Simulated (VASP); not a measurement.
# ZnS: molecular dynamics with a monitored distance, by stops when the distance exceeds

ZnS, F-43m (no. 216), 8 atoms in the cell. PBE, molecular dynamics; PAW potentials Zn, S (PBE set).

| Stops when the distance exceeds (Å) | Largest distance met (Å) | Steps run | Mean temperature (K) | Time (s) |
|---|---|---|---|---|
| 2.48 | 2.393 | 80 | 876 | 243 |
| 3.744 | 2.393 | 80 | 876 | 246 |

Limits: 160 fs of 8 atoms are too short for converged averages; the distance is that to the nearest periodic copy, which so small a cell caps; the cell is only 5.4 Å across, so each atom moves in step with near copies of itself.

## Input of the first row

INCAR:
```
SYSTEM = ZnS
GGA = PE
PREC = Normal
ENCUT = 280
EDIFF = 1E-5
NELMIN = 4
NELM = 60
ALGO = Normal
LREAL = Auto
LASPH = .TRUE.
ISMEAR = 0
SIGMA = 0.05
ISYM = 0
LWAVE = .FALSE.
LCHARG = .FALSE.
IBRION = 0
NSW = 80
POTIM = 2.0
TEBEG = 1000
TEEND = 1000
ISIF = 2
MDALGO = 1
ANDERSEN_PROB = 0.05
RANDOM_SEED = 683069 0 0
VALUE_MAX = 2.48
VALUE_MIN = 1.17
KPAR = 2
```

KPOINTS:
```
k-points
0
Monkhorst-Pack
  2 2 2
```

ICONST:
```
R 1 7 7
```

POSCAR:
```
ZnS
1.0
    5.4040000000      0.0000000000      0.0000000000
    0.0000000000      5.4040000000      0.0000000000
    0.0000000000      0.0000000000      5.4040000000
Zn S
4 4
Direct
    0.2500000000      0.2500000000      0.2500000000
    0.2500000000      0.7500000000      0.7500000000
    0.7500000000      0.2500000000      0.7500000000
    0.7500000000      0.7500000000      0.2500000000
    0.0000000000      0.0000000000      0.0000000000
    0.0000000000      0.5000000000      0.5000000000
    0.5000000000      0.0000000000      0.5000000000
    0.5000000000      0.5000000000      0.0000000000
```

Commands:
```
cat potpaw_PBE.64/Zn/POTCAR potpaw_PBE.64/S/POTCAR > POTCAR
mpirun -np 2 vasp_std > vasp.out
```

Changes of the last row against the first:
```
- VALUE_MAX = 2.48
+ VALUE_MAX = 3.744
```

VASP 6.6.1 took 243 s on 2 cores (Intel Xeon Platinum 8259CL @ 2.50GHz (Skylake/Cascade Lake)), a shared host.
